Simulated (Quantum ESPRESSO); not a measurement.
Crystal: Sc.

```
Sc
1.0
     3.30900    0.00000    0.00000
    -1.65450    2.86568    0.00000
     0.00000    0.00000    5.27330
Sc
2
Direct
  0.66667 0.33333 0.75000
  0.33333 0.66667 0.25000
```

```yaml
Program: Quantum ESPRESSO 7.5
Task: single point
Functional: PBE
Potentials_or_basis: SSSP 1.3 efficiency PBE
Cutoff: 816 eV
Density_cutoff: 3265 eV
k_mesh: 9 × 9 × 5
Occupations: fermi-dirac, width 0.05 eV
Spin: no spin polarisation
```

On this cell: pressure -0.6 GPa; largest force under 0.003 eV/Å; band gap on the k mesh none (metal or under the smearing width).

The same run follows on a disturbed copy (atoms moved at random, drawn with an rms of 0.05 Å):

```
CELL_PARAMETERS angstrom
3.30900 0.00000 0.00000
-1.65450 2.86568 0.00000
0.00000 0.00000 5.27330
ATOMIC_POSITIONS crystal
Sc 0.66919 0.32393 0.74631
Sc 0.33512 0.66578 0.24690
```

Task: What changes?

Result: The energy (extrapolated to zero smearing) moves by +0.2 meV/atom; pressure -0.6 GPa; largest force 0.038 eV/Å; band gap on the k mesh none (metal or under the smearing width).

Forces in eV/Å, atoms in the order of the input:
```
Sc  -0.020  0.030  0.011
Sc   0.020 -0.030 -0.011
```

Stress tensor (GPa, compression positive):
```
-0.21  0.07  0.00
 0.07  0.00  0.00
 0.00  0.00 -1.60
```
